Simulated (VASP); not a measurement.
# AlP (F-43m) in VASP: further runs, part 2 of 2

VASP 6.6.1. Earlier steps stand in the parts before.

## Step 5: Single point, r2SCAN

The input, POSCAR:

```
AlP
1.0
    0.0000000000      2.7392607952      2.7392607952
    2.7392607952      0.0000000000      2.7392607952
    2.7392607952      2.7392607952      0.0000000000
Al P
1 1
Direct
    0.0000000000      0.0000000000      0.0000000000
    0.2500000000      0.2500000000      0.2500000000
```

The input, INCAR.step1:

```
SYSTEM = AlP
PREC = Accurate
ENCUT = 550
ISMEAR = 0
SIGMA = 0.01
LREAL = .FALSE.
LASPH = .TRUE.
NELM = 120
NBANDS = 11
GGA = PE
ALGO = Normal
EDIFF = 1E-5
LWAVE = .TRUE.
LCHARG = .FALSE.
GGA_COMPAT = .FALSE.
```

The input, INCAR.step2:

```
SYSTEM = AlP
PREC = Accurate
ENCUT = 550
EDIFF = 1E-6
ISMEAR = 0
SIGMA = 0.01
LREAL = .FALSE.
LASPH = .TRUE.
NELM = 120
ALGO = Normal
ISIF = 2
LWAVE = .FALSE.
LCHARG = .FALSE.
METAGGA = R2SCAN
LMIXTAU = .TRUE.
NBANDS = 11
ISTART = 1
GGA_COMPAT = .FALSE.
```

The input, KPOINTS:

```
regular mesh
0
G
  4 4 4
  0 0 0
```

Potentials or basis: VASP PAW PBE potentials, release 64 (Al, P).

Run with:

```bash
$ cat potpaw_PBE.64/Al/POTCAR potpaw_PBE.64/P/POTCAR > POTCAR
$ cp INCAR.step1 INCAR
$ mpirun -np 1 vasp_std > vasp.out
$ cp INCAR.step2 INCAR
$ mpirun -np 1 vasp_std > vasp.out
```

OUTCAR:

```text
SYSTEM = AlP
   PREC = Accurate
   ENCUT = 550
   EDIFF = 1E-6
   ISMEAR = 0
   LREAL = .FALSE.
   LASPH = .TRUE.
   NELM = 120
   ISIF = 2
   METAGGA = R2SCAN
   ISTART = 1

 ion  position               nearest neighbor table
   1  0.000  0.000  0.000-   2 2.37   2 2.37   2 2.37   2 2.37
   2  0.250  0.250  0.250-   1 2.37   1 2.37   1 2.37   1 2.37

  LATTYP: Found a face centered cubic cell.
 ALAT       =     5.4785215904

  Lattice vectors:

 A1 = (   0.0000000000,   2.7392607952,   2.7392607952)
 A2 = (   2.7392607952,   0.0000000000,   2.7392607952)
 A3 = (   2.7392607952,   2.7392607952,   0.0000000000)

Analysis of symmetry for initial positions (statically):
=====================================================================
 Subroutine PRICEL returns:
 Original cell was already a primitive cell.

 Routine SETGRP: Setting up the symmetry group for a
 face centered cubic supercell.

 Subroutine GETGRP returns: Found 24 space group operations
 (whereof 24 operations were pure point group operations)
 out of a pool of 48 trial point group operations.

The static configuration has the point symmetry T_d .

Analysis of symmetry for dynamics (positions and initial velocities):
=====================================================================
 Subroutine PRICEL returns:
 Original cell was already a primitive cell.

 Routine SETGRP: Setting up the symmetry group for a
 face centered cubic supercell.

 Subroutine GETGRP returns: Found 24 space group operations
 (whereof 24 operations were pure point group operations)
 out of a pool of 48 trial point group operations.

The dynamic configuration has the point symmetry T_d .

 Subroutine INISYM returns: Found 24 space group operations
 (whereof 24 operations are pure point group operations),
 and found     1 'primitive' translations

----------------------------------------------------------------------------------------

                                     Primitive cell

  volume of cell :      41.1084

  direct lattice vectors                    reciprocal lattice vectors
     0.000000000  2.739260795  2.739260795    -0.182530996  0.182530996  0.182530996
     2.739260795  0.000000000  2.739260795     0.182530996 -0.182530996  0.182530996
     2.739260795  2.739260795  0.000000000     0.182530996  0.182530996 -0.182530996

  length of vectors
     3.873899767  3.873899767  3.873899767     0.316152958  0.316152958  0.316152958

  position of ions in fractional coordinates (direct lattice)
     0.000000000  0.000000000  0.000000000
     0.250000000  0.250000000  0.250000000

  ion indices of the primitive-cell ions
   primitive index   ion index
                 1           1
                 2           2

----------------------------------------------------------------------------------------

 KPOINTS: regular mesh

Automatic generation of k-mesh.
 Grid dimensions read from file:
 generate k-points for:    4    4    4

 Generating k-lattice:

  Cartesian coordinates                     Fractional coordinates (reciprocal lattice)
    -0.045632749  0.045632749  0.045632749     0.250000000  0.000000000  0.000000000
     0.045632749 -0.045632749  0.045632749     0.000000000  0.250000000  0.000000000
     0.045632749  0.045632749 -0.045632749     0.000000000  0.000000000  0.250000000

  Length of vectors
     0.079038240  0.079038240  0.079038240

  Shift w.r.t. Gamma in fractional coordinates (k-lattice)
     0.000000000  0.000000000  0.000000000

 Subroutine IBZKPT returns following result:
 ===========================================

 Found      8 irreducible k-points:

 Following reciprocal coordinates:
            Coordinates               Weight
  0.000000  0.000000  0.000000      1.000000
  0.250000  0.000000  0.000000      8.000000
  0.500000  0.000000  0.000000      4.000000
  0.250000  0.250000  0.000000      6.000000
  0.500000  0.250000  0.000000     24.000000
 -0.250000  0.250000  0.000000     12.000000
  0.500000  0.500000  0.000000      3.000000
 -0.250000  0.500000  0.250000      6.000000
   k-points           NKPTS =      8   k-points in BZ     NKDIM =      8   number of bands    NBANDS=     11
   number of dos      NEDOS =    301   number of ions     NIONS =      2
   total plane-waves  NPLWV =  27000
   dimension x,y,z NGX =    30 NGY =   30 NGZ =   30
   dimension x,y,z NGXF=    60 NGYF=   60 NGZF=   60
   ions per type =               1   1
   NGX,Y,Z   is equivalent  to a cutoff of  12.87, 12.87, 12.87 a.u.
   NGXF,Y,Z  is equivalent  to a cutoff of  25.75, 25.75, 25.75 a.u.
 SYSTEM =  AlP
   PREC   = accura    normal or accurate (medium, high low for compatibility)
   ISTART =      1    job   : 0-new  1-cont  2-samecut
   ICHARG =      0    charge: 1-file 2-atom 10-const
   ISPIN  =      1    spin polarized calculation?
   LNONCOLLINEAR =      F non collinear calculations
   LSORBIT =      F    spin-orbit coupling
   LASPH  =      T    aspherical Exc in radial PAW
   ENCUT  =  550.0 eV  40.42 Ry    6.36 a.u.   7.41  7.41  7.41*2*pi/ulx,y,z
   NELM   =    120;   NELMIN=  2; NELMDL=  0     # of ELM steps
   EDIFF  = 0.1E-05   stopping-criterion for ELM
   LREAL  =      F    real-space projection
   EDIFFG = 0.1E-04   stopping-criterion for IOM
   NSW    =      0    number of steps for IOM
   IBRION =     -1    ionic relax: 0-MD 1-quasi-New 2-CG
   NFREE  =      0    steps in history (QN), initial steepest desc. (CG)
   ISIF   =      2    stress and relaxation
   ISYM   =      2    0-nonsym 1-usesym 2-fastsym
   POTIM  = 0.5000    time-step for ionic-motion
   TEBEG  =    0.0;   TEEND  =   0.0 temperature during run
   PSTRESS=    0.0 pullay stress
   NELECT =       8.0000    total number of electrons
   NUPDOWN=      -1.0000    fix difference up-down
   EMIN   =  10.00;   EMAX   =-10.00  energy-range for DOS
   EFERMI =   0.00;   METHOD = LEGACY
   ISMEAR =     0;   SIGMA  =   0.01  broadening in eV -4-tet -1-fermi 0-gaus
   EFERMI_NEDOS =   21; number of points for ismear=-14 and -15
   IALGO  =     38    algorithm
   IMIX   =      4    mixing-type and parameters
     AMIX     =   0.40;   BMIX     =  1.00
     AMIX_MAG =   1.60;   BMIX_MAG =  1.00
  volume/ion in A,a.u.               =      20.55       138.71
  Fermi-wavevector in a.u.,A,eV,Ry     =   0.948698  1.792780 12.245630  0.900028
  Thomas-Fermi vector in A             =   2.076911
   LORBIT       =      0    0 simple, 1 ext, 2 COOP (PROOUT), +10 PAW based schemes
   METAGGA = R2SCAN    functional components
   LHFCALC =     F    Hartree Fock is set to
   AEXX    =    0.0000 exact exchange contribution
   IVDW    =     0    specifies the selected vdW correction
   LEPSILON=     F    determine dielectric tensor
   LRPA    =     F    only Hartree local field effects (RPA)
 non-spin polarized calculation
 Gauss-broadening in eV      SIGMA  =   0.01
  energy-cutoff  :      550.00
  volume of cell :       41.11
 maximum number of plane-waves:      1243
 NGX is ok and might be reduce to    30
   NGX = 15   NGY = 15   NGZ = 15

 number of electron       7.9999999 magnetization

 Free energy of the ion-electron system (eV)
  ---------------------------------------------------
  ext. energy  EPLUGINS =         0.00000000
  ---------------------------------------------------
  free energy    TOTEN  =       -17.12420124 eV

  energy without entropy =      -17.12420124  energy(sigma->0) =      -17.12420124

 E-fermi :   4.4375     XC(G=0):  -9.5754

 val. band max:        4.3458780625   @ k =   0.0000   0.0000   0.0000
 cond. band min:       6.2528117636   @ k =   0.5000   0.5000   0.0000
 fundamental gap:      1.9069337011
 Fermi energy:         4.4375351272

 k-point     1 :       0.0000    0.0000    0.0000
  band No.  band energies     occupation
      1      -7.5828      2.00000
      2       4.3459      2.00000
      3       4.3459      2.00000
      4       4.3459      2.00000
      5       8.2529      0.00000
      6       9.2915      0.00000
      7       9.2915      0.00000
      8       9.2915      0.00000
      9      13.6272      0.00000
     10      13.6272      0.00000
     11      15.4319      0.00000
[... 85 lines left out ...]
 k-point     8 :      -0.2500    0.5000    0.2500
  band No.  band energies     occupation
      1      -5.1276      2.00000
      2      -0.6516      2.00000
      3       1.1044      2.00000
      4       1.4918      2.00000
      5       9.0325      0.00000
      6      10.7942      0.00000
      7      10.9260      0.00000
      8      11.2551      0.00000
      9      16.4347      0.00000
     10      16.9602      0.00000
     11      18.5114      0.00000

------------------------ aborting loop because EDIFF is reached ----------------------------------------

  FORCE on cell =-STRESS in cart. coord.  units (eV):
  Direction    XX          YY          ZZ          XY          YZ          ZX
  --------------------------------------------------------------------------------------
  -------------------------------------------------------------------------------------
  Total        0.0162555      0.0162555      0.0162555      0.0000000      0.0000000      0.0000000
  in kB        0.6335512      0.6335512      0.6335512      0.0000000      0.0000000      0.0000000
  external PRESSURE =       0.6335512 kB  Pullay stress =       0.0000000 kB

 VOLUME and BASIS-vectors are now :
 -----------------------------------------------------------------------------
  energy-cutoff  :      550.00
  volume of cell :       41.11
      direct lattice vectors                 reciprocal lattice vectors
     0.000000000  2.739260795  2.739260795    -0.182530996  0.182530996  0.182530996
     2.739260795  0.000000000  2.739260795     0.182530996 -0.182530996  0.182530996
     2.739260795  2.739260795  0.000000000     0.182530996  0.182530996 -0.182530996

 POSITION                                       TOTAL-FORCE (eV/Angst)
 -----------------------------------------------------------------------------------
      0.00000      0.00000      0.00000         0.000000      0.000000      0.000000
      1.36963      1.36963      1.36963        -0.000000     -0.000000     -0.000000
 -----------------------------------------------------------------------------------
    total drift:                               -0.000000     -0.000000     -0.000000

  FREE ENERGIE OF THE ION-ELECTRON SYSTEM (eV)
  ---------------------------------------------------
  free  energy   TOTEN  =       -17.1242012372 eV

  energy  without entropy=      -17.1242012372  energy(sigma->0) =      -17.12420124
```

Run time: 28 s. Hardware: 1 thread of AMD EPYC 7R43 (Zen 3), shared host; peak memory 0.12 GiB.

Results:

```
Free energy            : -17.1242 eV
Pressure               : 0.1 GPa
Band gap on the k mesh : 1.91 eV, indirect (least direct gap 3.91 eV)
```

Levels at points of the mesh, in eV from the valence-band top:
| k point | band 1 | band 2 | band 3 | band 4 | band 5 | band 6 | band 7 | band 8 |
| --- | --- | --- | --- | --- | --- | --- | --- | --- |
| (0.00, 0.00, 0.00) | -11.93 | 0.00 | 0.00 | 0.00 | 3.91 | 4.95 | 4.95 | 4.95 |
| (0.50, 0.00, 0.00) | -10.20 | -5.64 | -0.79 | -0.79 | 3.27 | 5.20 | 5.20 | 8.90 |
| (0.50, 0.50, 0.00) | -9.52 | -5.41 | -2.16 | -2.16 | 1.91 | 2.83 | 11.89 | 11.89 |

Caveat: the k points lie up to 0.50 Å⁻¹ apart; the PAW data sets were made with another functional, which shifts forces and pressure a little.

## Step 6: Single point, PBE

The input, INCAR:

```
PREC = Accurate ; ENCUT = 500
EDIFF = 1E-6 ; ISMEAR = 0
SIGMA = 0.01 ; LREAL = F
LASPH = T ; NELM = 120
ALGO = Normal ; ISIF = 2
LWAVE = F ; LCHARG = T
GGA = PE ; LELF = T
LVHAR = T ; NBANDS = 11
GGA_COMPAT = F
```

The input, KPOINTS:

```
Automatic mesh
0
Gamma
  6 6 6
```

POSCAR is that of step 5.

Potentials or basis: VASP PAW PBE potentials, release 64 (Al, P).

Run with:

```bash
$ cat potpaw_PBE.64/Al/POTCAR potpaw_PBE.64/P/POTCAR > POTCAR
$ mpirun -np 1 vasp_std > vasp.out
```

Wall time 8.2 s (1 thread of AMD EPYC 7R43 (Zen 3), shared host); peak memory 0.11 GiB.

Results (log left out):

- Free energy: -10.3668 eV
- Pressure: 1.3 GPa
- Band gap on the k mesh: 1.60 eV, indirect (least direct gap 3.22 eV)

Levels at points of the mesh, in eV from the valence-band top:
```tsv
k point	band 2	band 3	band 4	band 5	band 6	band 7
(0.00, 0.00, 0.00)	0.00	0.00	0.00	3.22	4.54	4.54
(0.50, 0.00, 0.00)	-5.48	-0.76	-0.76	2.78	4.81	4.81
(0.50, 0.50, 0.00)	-5.28	-2.08	-2.08	1.60	2.47	10.98
```

## Step 7: Single point, HSE06

POSCAR is that of step 6.

The input, INCAR.step1:

```
SYSTEM = AlP
PREC = Accurate ; ENCUT = 400
EDIFF = 1E-5 ; ISMEAR = 0
SIGMA = 0.01 ; LREAL = .False.
LASPH = .True. ; NELM = 120
ALGO = Normal ; ISIF = 2
LWAVE = .True. ; NBANDS = 11
GGA = PE ; GGA_COMPAT = .False.
```

The input, INCAR.step2:

```
SYSTEM = AlP
PREC = Accurate ; ENCUT = 400
EDIFF = 1E-6 ; ISMEAR = 0
SIGMA = 0.01 ; LREAL = .False.
LASPH = .True. ; NELM = 120
ALGO = Normal ; ISIF = 2
LWAVE = .False. ; LCHARG = .True.
GGA = PE ; LHFCALC = .True.
HFSCREEN = 0.2079 ; PRECFOCK = Normal
LELF = .True. ; LVHAR = .True.
NBANDS = 11 ; ISTART = 1
GGA_COMPAT = .False.
```

The input, KPOINTS:

```
regular mesh
0
Gamma
  4 4 4
  0 0 0
```

Run with:

```bash
$ cat potpaw_PBE.64/Al/POTCAR potpaw_PBE.64/P/POTCAR > POTCAR
$ cp INCAR.step1 INCAR
$ mpirun -np 1 vasp_std > vasp.out
$ cp INCAR.step2 INCAR
$ mpirun -np 1 vasp_std > vasp.out
```

Run time: 69 s. Hardware: 1 thread of AMD EPYC 7R43 (Zen 3), shared host; peak memory 0.22 GiB.

Results (log left out):

| Property | Result |
| --- | --- |
| Free energy | -11.9199 eV |
| Pressure | 0.0 GPa |
| Band gap on the k mesh | 2.30 eV, indirect (least direct gap 4.16 eV) |

Levels at points of the mesh, in eV from the valence-band top:
| k point | band 2 | band 3 | band 4 | band 5 | band 6 | band 7 |
| --- | --- | --- | --- | --- | --- | --- |
| (0.00, 0.00, 0.00) | 0.00 | 0.00 | 0.00 | 4.16 | 5.48 | 5.48 |
| (0.50, 0.00, 0.00) | -6.05 | -0.84 | -0.84 | 3.63 | 5.75 | 5.75 |
| (0.50, 0.50, 0.00) | -5.82 | -2.30 | -2.30 | 2.30 | 3.24 | 12.39 |

Caveat: the k points lie up to 0.50 Å⁻¹ apart; the PAW data sets were made with another functional, which shifts forces and pressure a little. A k mesh can miss the band edges.

## Step 8: Summary

| level | potentials or basis | k mesh | cutoff (eV) | grid for exact exchange (PRECFOCK) | screening parameter | gap on the mesh (eV) | pressure (GPa) |
| --- | --- | --- | --- | --- | --- | --- | --- |
| PBE | VASP PAW PBE potentials, release 64 (Al, P) | 4 × 4 × 4 | 500 | - | - | 1.58 | 1.7 |
| LDA | VASP PAW LDA potentials, release 64 (Al, P) | 4 × 4 × 4 | 500 | - | - | 1.43 | -1.7 |
| r2SCAN | VASP PAW PBE potentials, release 64 (Al, P) | 4 × 4 × 4 | 550 | - | - | 1.91 | 0.1 |
| PBE | VASP PAW PBE potentials, release 64 (Al, P) | 6 × 6 × 6 | 500 | - | - | 1.60 | 1.3 |
| HSE06 | VASP PAW PBE potentials, release 64 (Al, P) | 4 × 4 × 4 | 400 | Normal | 0.2079 1/Å | 2.30 | 0.0 |

Alike in all rows: task single point; no spin polarisation; cell as given; smearing gaussian 0.01 eV.

Caveats: some runs use coarse meshes; the PAW data sets were made with another functional, which shifts forces and pressure a little (some runs).

Total energies depend on the potentials used, so only differences within one code and one set of settings carry meaning.

## Step 9: Comparison with measurements

Step 6. Measured gap of AlP: 2.505 eV (indirect; 4.2 K; a printed reference work, data compilation). This calculation gives 1.60 eV (-0.91 eV). The value is that of PBE on a finite k mesh, which can miss the band edges, without temperature or zero-point motion. Semilocal functionals fall short of measured gaps as a rule.
